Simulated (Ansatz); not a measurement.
# CdSe (Cadmoselite) (P6_3mc) in Ansatz: notebook

Aim: see how the results for CdSe (Cadmoselite) move with the level of theory and the settings. Levels: PBE, PBEsol, RPBE. Tasks: single point, relaxation of cell and atoms.

Program: Ansatz 0.2.0. These are calculated values, not measurements. Logs are shortened: lines on timing, memory, paths and dates and some standing lists are left out, and cuts for length are marked.

**Measured values to compare with.**

A printed reference work, data compilation reports, for a bulk crystal of CdSe at 2 K: band gap 1.841 eV.

The runs below are set against these values where they give the same quantity.

## 1. Starting point

The structure is hexagonal, space group P6_3mc (No. 186). The conventional cell has a = 4.300 Å, b = 4.300 Å, c = 7.020 Å, α = 90.00°, β = 90.00°, γ = 120.00°. Cd (site symmetry 3m) is surrounded by 4 Se at 2.61 to 2.70 Å. Around Se (site symmetry 3m) lie 4 Cd at 2.61 to 2.70 Å.

## 2. Single point, PBE

The input, input.yaml:

```yaml
crystal:
  lattice:
    - [4.3, 0.0, 0.0]
    - [-2.15, 3.7239092363, 0.0]
    - [0.0, 0.0, 7.02]
  atoms:
    - { symbol: Cd, position: [0.6666666667, 0.3333333333, 0.5] }
    - { symbol: Cd, position: [0.3333333333, 0.6666666667, 0.0] }
    - { symbol: Se, position: [0.6666666667, 0.3333333333, 0.885] }
    - { symbol: Se, position: [0.3333333333, 0.6666666667, 0.385] }
hamiltonian:
  xc: pbe
  pseudopotentials: { kind: paw }
kpoints:
  mp_grid: { grid: [7, 7, 4] }
scf:
  occupations: { method: gaussian, width: 0.012 }
output:
  forces: true
  stress: true
  eigenvalues: true
```

Potentials or basis: Ansatz PAW.

Run with:

```sh
> ansatz run input.yaml --threads 2 --pin off --max-ram 5632MiB --backend cpu --events-out ev --progress --plain --runs-dir out
```

Output:

```text
Warning: RAYON_NUM_THREADS=2 ignored (pool sized by the plan → 2); use --threads N
Engine: ansatz 0.2.0, x86_64-unknown-linux-gnu
Pseudopotentials: kind: paw
Pseudopotential: Cd, paw, valence charge 20, recommended cutoff 420 eV (normal), Cd.paw.azcp
Pseudopotential: Se, paw, valence charge 16, recommended cutoff 420 eV (normal), Se.paw.azcp
Functional definition: PBE
  parameter kappa = 0.804
  parameter beta = 0.06672455060314922
  exchange = pbe_x(kappa = kappa, mu = beta*pi^2/3)
  correlation = pbe_c(beta = beta)
Crystal: 4 atoms, lattice volume = 112.410 Å³
Basis set: ecut = 420 eV, 2189 PW (Γ), exchange–correlation on 60×60×96 points (8 copies of the dense FFT grid, shifted against one another)
Bands: 44, of which v1, the nominal top of the filled ones, is band 36 counted from 1 (35 counted from 0)
Symmetry: 12 space group operations
Space group: P63mc (ITA 186), of the structure as read, at distance tolerance 4.8e-5 Å
k-points: 24 of 196 (time reversal used)
Non-local potential: Cd, projectors of the file, l = 0: 3, l = 1: 2, l = 2: 2, l = 3: 1
Non-local potential: Se, projectors of the file, l = 0: 2, l = 1: 2, l = 2: 3, l = 3: 1
PAW form: soft (Blöchl's): semilocal exchange-correlation on the pseudo side does not see the compensation charge
PAW one-centre angular grid: Cd, 590 points (default); XC on 64 Gauss nodes
PAW one-centre angular grid: Se, 590 points (default); XC on 64 Gauss nodes
Initial density: superposition of atomic densities (neutral atoms: chi_scale 0, normalization atom), corrected by the library's trained network
Initial wavefunctions: pseudopotential atomic-orbital guess
Functional: x = pbe(κ = 0.804, μ = 0.2195149727645171), c = pbe(β = 0.06672455060314922)
SCF iter   1: F=—  HF=-27449.509514 eV  |F-HF|=—  |Δ(HF+E_count)|=         —  Δρ=8.75e-4  dr2=1.69e-3  ethr=1.77e-3  ⟨swp⟩=6.5  Hψ=3969  notcnv=0
preconditioner: auto → Resta (q_TF=auto, 2.533 Å⁻¹)  ε∞=4.0  [insulator: Δε(μ)=0.690 eV  Ē_g=12.156 eV  σ=0.012 eV  W_gap=1.00  n_scr=34 (ndim 8)  ℏωp=21.0 eV  f_vac=0.201  D(μ)=0.00/eV (n_scr^D=0)  ε∞_Penn≈4.0]
SCF iter   2: F=—  HF=-27449.510666 eV  |F-HF|=—  |Δ(HF+E_count)|=   1.15e-3  Δρ=5.01e-4  dr2=5.09e-4  ethr=2.35e-6  ⟨swp⟩=2.0  Hψ=1814  notcnv=0  defer=70
SCF iter   3: F=—  HF=-27449.510706 eV  |F-HF|=—  |Δ(HF+E_count)|=   3.98e-5  Δρ=2.26e-4  dr2=4.23e-5  ethr=7.07e-7  ⟨swp⟩=2.0  Hψ=1540  notcnv=0  defer=46
automatic band count: iteration 3 solves 43 bands in place of 44: the levels show a gap, and the empty bands left out lie too high to hold charge; the band table lists the bands solved (type scf.n_extra_bands for more)
SCF iter   4: F=—  HF=-27449.510761 eV  |F-HF|=—  |Δ(HF+E_count)|=   5.55e-5  Δρ=9.87e-5  dr2=1.15e-5  ethr=5.87e-8  ⟨swp⟩=2.7  Hψ=1820  notcnv=0  defer=46
SCF iter   5: F=—  HF=-27449.510776 eV  |F-HF|=—  |Δ(HF+E_count)|=   1.52e-5  Δρ=3.42e-5  dr2=2.07e-6  ethr=1.60e-8  ⟨swp⟩=2.0  Hψ=1379  notcnv=0  defer=46
SCF iter   6: F=—  HF=-27449.510778 eV  |F-HF|=—  |Δ(HF+E_count)|=   1.79e-6  Δρ=9.99e-6  dr2=1.06e-7  ethr=2.87e-9  ⟨swp⟩=2.0  Hψ=1418  notcnv=0  defer=46
SCF iter   7: F=-27449.510778 eV  HF=-27449.510778 eV  |F-HF|=9.34e-9  |Δ(HF+E_count)|=   2.47e-7  Δρ=5.15e-6  dr2=2.67e-8  ethr=1.39e-10  ⟨swp⟩=7.4  Hψ=4305  notcnv=0
SCF 1 converged in 7 iterations: F = -27449.510778 eV  dr2 = 2.67e-8
SCF converged after 7 iterations
Free energy (F): -27449.510778 eV
Harris-Foulkes:  -27449.510778 eV  (|F-HF|=9.34e-9)
Internal energy: -27449.510778 eV  (E = F + TS)
E sigma→0 (E₀):  -27449.510778 eV
Fermi energy:    7.828361 eV
--- Per-component energies (eV) ---
  E_band       = -1779.234995
  E_kinetic    = 1248.246276
  E_local      = -12776.457152  (includes V_loc(G=0)·N_el)
  E_nonlocal   = -1124.723823
  E_hartree    = 6078.069569
  E_xc         = -562.480727
  E_vxc        = -640.392424  (∫ρ·V_xc dr)
  E_paw        = -11989.161003  (= ΣΔE_a)
  E_vpaw       = -642.062665  (= ΣTr[D̂ρ^β])
  E_aug_tail   = -0.001150  (compensation charges beyond the density's cutoff)
  E_ewald      = -8323.002769
  E_smearing   = -0.000000  (= −TS)
  E_closure    = -0.000000  (closes the sum)
  Σ components = -27449.510778   (vs F -27449.510778, Δ=0.00e0)
--- Forces (eV/Å), atoms counted from 1 ---
  atom   1  Cd    -0.00000000     0.00000000     0.28164542
  atom   2  Cd     0.00000000    -0.00000000     0.28164542
  atom   3  Se     0.00000000     0.00000000    -0.28163881
  atom   4  Se    -0.00000000    -0.00000000    -0.28163881
  max |Σ_I F_I| component: 1.32e-5 eV/Å
--- Stress (GPa, compression-positive) ---
        3.687272       0.000000       0.000000
       -0.000000       3.687272       0.000000
        0.000000      -0.000000       1.663126
  P = ⅓ Tr σ = 3.0126 GPa (30.126 kbar)
--- Band table (eV; the first three rows and the last of 24) ---
  k-point 0: bands = ["-94.1409", "-94.1409", "-55.2114", "-55.2111", "-55.2106", "-55.2106", "-55.2105", "-55.2105", "-39.1611", "-39.1611", "-39.1611", "-39.1611", "-39.1504", "-39.1504", "-39.1503", "-39.1503", "-39.1499", "-39.1498", "-5.1154", "-4.7483", "-0.4514", "-0.4514", "-0.3957", "-0.3957", "-0.3883", "-0.0926", "-0.0926", "-0.0283", "-0.0283", "0.2524", "3.2446", "6.7613", "6.7613", "7.4658", "7.4770", "7.4770", "8.1796", "9.5998", "13.3661", "13.3661", "13.6205", "14.4760", "14.4760"]
  k-point 1: bands = ["-94.1409", "-94.1409", "-55.2114", "-55.2112", "-55.2106", "-55.2106", "-55.2105", "-55.2105", "-39.1611", "-39.1611", "-39.1611", "-39.1611", "-39.1504", "-39.1504", "-39.1503", "-39.1503", "-39.1499", "-39.1498", "-5.0613", "-4.8012", "-0.4453", "-0.4453", "-0.4059", "-0.4059", "-0.3469", "-0.0814", "-0.0814", "-0.0359", "-0.0359", "0.0732", "3.7509", "6.3092", "6.8590", "6.8590", "7.3644", "7.3644", "9.2050", "9.7037", "13.1748", "13.4481", "13.4481", "14.2018", "14.2018"]
  k-point 2: bands = ["-94.1409", "-94.1409", "-55.2113", "-55.2113", "-55.2105", "-55.2105", "-55.2105", "-55.2105", "-39.1611", "-39.1611", "-39.1611", "-39.1611", "-39.1503", "-39.1503", "-39.1503", "-39.1503", "-39.1498", "-39.1498", "-4.9307", "-4.9307", "-0.4276", "-0.4276", "-0.4276", "-0.4276", "-0.1963", "-0.1963", "-0.0569", "-0.0569", "-0.0569", "-0.0569", "4.9144", "4.9144", "7.1044", "7.1044", "7.1044", "7.1044", "9.8165", "9.8165", "13.2979", "13.2979", "13.7409", "13.7409", "13.7409"]
  k-point 23: bands = ["-94.1409", "-94.1409", "-55.2113", "-55.2113", "-55.2107", "-55.2107", "-55.2107", "-55.2107", "-39.1611", "-39.1611", "-39.1611", "-39.1611", "-39.1504", "-39.1504", "-39.1503", "-39.1503", "-39.1498", "-39.1498", "-4.6511", "-4.6511", "-0.2811", "-0.2811", "-0.2622", "-0.2622", "-0.1130", "-0.1130", "-0.0676", "-0.0676", "0.3306", "0.3306", "3.3874", "3.3874", "5.1404", "5.1404", "6.3935", "6.3935", "11.2526", "11.2526", "13.2411", "13.2411", "13.7783", "13.7783", "15.5503"]
```

It took 8.4 s on 2 threads of Intel Xeon at 2.50GHz (Skylake/Cascade Lake), shared host; peak memory 0.42 GiB.

What came out:

| Item | Value |
| --- | --- |
| Free energy | -27449.5108 eV |
| Pressure | 3.0 GPa |
| Largest force | 0.282 eV/Å |
| Band gap on the k mesh | 0.70 eV, direct |

Forces in eV/Å, atoms in the order of the input:
```
Cd   0.000  0.000  0.282
Cd   0.000  0.000  0.282
Se   0.000  0.000 -0.282
Se   0.000  0.000 -0.282
```

Caveat: odd divisions of the mesh miss points on the zone boundary, where band edges often lie, so the gap on the mesh can be too wide.

## 3. Relaxation of cell and atoms, PBEsol

input.yaml: that of step 2 with these lines changed.

```diff
@@ -11,3 +11,3 @@
 hamiltonian:
-  xc: pbe
+  xc: pbesol
   pseudopotentials: { kind: paw }
@@ -16,3 +16,3 @@
 scf:
-  occupations: { method: gaussian, width: 0.012 }
+  occupations: { method: fermi_dirac, width: 0.05 }
 output:
@@ -20,2 +20,5 @@
   stress: true
-  eigenvalues: true
+relax:
+  f_tol: 0.01
+  max_steps: 40
+  cell: { stress_tol: 0.05 }
```

Potentials or basis: Ansatz PAW.

Run with:

```sh
> ansatz run input.yaml --threads 2 --pin off --max-ram 5632MiB --backend cpu --events-out ev --progress --plain --runs-dir out
```

Run time: 34 s. Hardware: 2 threads of Intel Xeon at 2.50GHz (Skylake/Cascade Lake), shared host; peak memory 0.45 GiB.

It converged, with:

```yaml
Free_energy: -27218.8145 eV
Relaxed_volume: 28.12 Å³/atom
Relaxed_cell: a = 4.301 Å, b = 4.301 Å, c = 7.021 Å, α = 90.00°, β = 90.00°, γ = 120.00°
Space_group_after_relaxing_to_0.05_Å: P6_3mc (No. 186)
Energy_gained_by_relaxing: 4.6 meV/atom
Ionic_steps: 5
Pressure_after_relaxing: 0.0 GPa
Band_gap_on_the_k_mesh: 0.54 eV
```

Step by step:
```
step  energy change (eV)  largest force (eV/Å)  volume (Å³)
   1              0.0000                0.2646       112.41
   2             -0.0177                0.0038       112.34
   3             -0.0182                0.0016       112.65
   4             -0.0183                0.0007       112.50
   5             -0.0183                0.0007       112.50
```

Final structure:
```
Cd Se
1.0
     4.30132    0.00000    0.00000
    -2.15066    3.72505    0.00000
     0.00000    0.00000    7.02113
Cd Se
2 2
Direct
  0.66667 0.33333 0.50468
  0.33333 0.66667 0.00468
  0.66667 0.33333 0.88032
  0.33333 0.66667 0.38032
```

Caveat: odd divisions of the mesh miss points on the zone boundary, where band edges often lie, so the gap on the mesh can be too wide; the plane-wave basis is chosen anew once the cell has moved, so the energies of steps on either side of that aren't comparable; the PAW data sets come from PBE, with cores solved anew for the run's functional, which leaves a small shift of forces and pressure.

## 4. Relaxation of cell and atoms, RPBE

input.yaml: that of step 3 with these lines changed.

```diff
@@ -11,3 +11,3 @@
 hamiltonian:
-  xc: pbesol
+  xc: rpbe
   pseudopotentials: { kind: paw }
```

Run with:

```sh
> ansatz run input.yaml --threads 2 --pin off --max-ram 5632MiB --backend cpu --events-out ev --progress --plain --runs-dir out
```

Run time: 40 s. Hardware: 2 threads of Intel Xeon at 2.50GHz (Skylake/Cascade Lake), shared host; peak memory 0.46 GiB.

The run converged. Its results:

| Property | Result |
| --- | --- |
| Free energy | -27478.3088 eV |
| Relaxed volume | 31.04 Å³/atom |
| Relaxed cell | a = 4.445 Å, b = 4.445 Å, c = 7.256 Å, α = 90.00°, β = 90.00°, γ = 120.00° |
| Space group after relaxing (to 0.05 Å) | P6_3mc (No. 186) |
| Energy gained by relaxing | 46.0 meV/atom |
| Ionic steps | 5 |
| Pressure after relaxing | 0.0 GPa |
| Largest force after relaxing | 0.005 eV/Å |
| Band gap on the k mesh | 0.62 eV |

Forces on the atoms (eV/Å):
```
Cd   0.000  0.000  0.005
Cd   0.000  0.000  0.005
Se   0.000  0.000 -0.005
Se   0.000  0.000 -0.005
```

The path:
| step | energy change (eV) | largest force (eV/Å) | volume (Å³) |
| --- | --- | --- | --- |
| 1 | 0.0000 | 0.2875 | 112.41 |
| 2 | -0.1714 | 0.0637 | 127.28 |
| 3 | -0.1812 | 0.0317 | 124.83 |
| 4 | -0.1820 | 0.0049 | 124.16 |
| 5 | -0.1840 | 0.0049 | 124.16 |

Final structure:
```
Cd Se
1.0
     4.44502    0.00000    0.00000
    -2.22251    3.84950    0.00000
     0.00000    0.00000    7.25625
Cd Se
2 2
Direct
  0.66667 0.33333 0.50449
  0.33333 0.66667 0.00449
  0.66667 0.33333 0.88051
  0.33333 0.66667 0.38051
```

Caveat: odd divisions of the mesh miss points on the zone boundary, where band edges often lie, so the gap on the mesh can be too wide; the plane-wave basis is chosen anew once the cell has moved, so the energies of steps on either side of that aren't comparable; the volume moved by +10 % from the deposited cell, more than functionals usually miss; the PAW data sets come from PBE, with cores solved anew for the run's functional, which leaves a small shift of forces and pressure. Zero-point motion and thermal expansion aren't in these numbers.

## 5. Summary

| task | level | cell | smearing | gap on the mesh (eV) | pressure (GPa) | relaxed volume (Å³/atom) |
| --- | --- | --- | --- | --- | --- | --- |
| single point | PBE | as given | gaussian 0.012 eV | 0.70 | 3.0 | - |
| relaxation of cell and atoms | PBEsol | relaxed | fermi-dirac 0.05 eV | 0.54 | 0.0 | 28.12 |
| relaxation of cell and atoms | RPBE | relaxed | fermi-dirac 0.05 eV | 0.62 | 0.0 | 31.04 |

Alike in all rows: potentials or basis Ansatz PAW; no spin polarisation; k mesh 7 × 7 × 4; cutoff (eV) 420.

Caveats: odd divisions of the mesh miss points on the zone boundary, where band edges often lie, so the gap on the mesh can be too wide; the plane-wave basis is chosen anew once the cell has moved, so the energies of steps on either side of that aren't comparable (some runs); the PAW data sets come from PBE, with cores solved anew for the run's functional, which leaves a small shift of forces and pressure (some runs); the volume moved by +10 % from the deposited cell, more than functionals usually miss (some runs).

Absolute energies hang on the potentials; compare differences alone.

## 6. How close it comes

Step 2. Measured gap of CdSe: 1.841 eV (2 K; a printed reference work, data compilation). This calculation gives 0.70 eV (-1.14 eV). So large a miss can be the level of theory's own, or it may mean another phase, state or a wrong row. Spin-orbit coupling on Cd, Se is left out. The value is that of PBE, without temperature or zero-point motion. Semilocal functionals fall short of measured gaps as a rule.
